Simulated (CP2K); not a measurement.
**Al under changes of volume**

One of the cells (16.603 Å³/atom); the others are scaled copies at fixed shape and fractional positions:

```xyz
1
Lattice="2.8635 0.0000 0.0000 1.4318 2.4799 0.0000 1.4318 0.8266 2.3380" Properties=species:S:1:pos:R:3 pbc="T T T"
Al    0.0000    0.0000    0.0000
```

| Property | Result |
| --- | --- |
| Program | CP2K 2026.2 |
| Functional | PBEsol |
| Potentials or basis | POTENTIAL_UZH Al GTH-PBE-q3; TZVP-MOLOPT-PBE-GTH basis |
| Density cutoff | 6123 eV |
| k mesh | 11 × 11 × 11 |
| Occupations | fermi-dirac, width 0.05 eV |
| Spin | no spin polarisation |

| volume (Å³/atom) | energy over the lowest point (meV/atom) | pressure (GPa) |
| --- | --- | --- |
| 15.607 | 12.21 | 4.9 |
| 15.939 | 4.27 | 2.8 |
| 16.271 | 0.33 | 1.0 |
| 16.603 | 0.00 | -0.7 |
| 16.935 | 2.92 | -2.1 |
| 17.267 | ? | ? |
| 17.599 | 17.21 | -4.7 |

Question: What does the run at 17.267 Å³/atom give?

Answer: Energy over the lowest point 8.75 meV/atom; pressure -3.5 GPa.

Worked out: A Birch-Murnaghan fit of order 3 (a polynomial in V^(-2/3)) to the other rows has its minimum at 16.47 Å³/atom with B0 = V·E''(V) = 81 GPa and B' = 4.2. It gives 8.75 meV/atom at 17.267 Å³/atom, against the run's 8.75, and -dE/dV = -3.5 GPa, against -3.5.

Energies are extrapolated to zero smearing.

Caveats: the potentials were made for another functional, which shifts forces and pressure; the basis of atomic orbitals isn't converged, which shifts pressures, moduli and gaps.
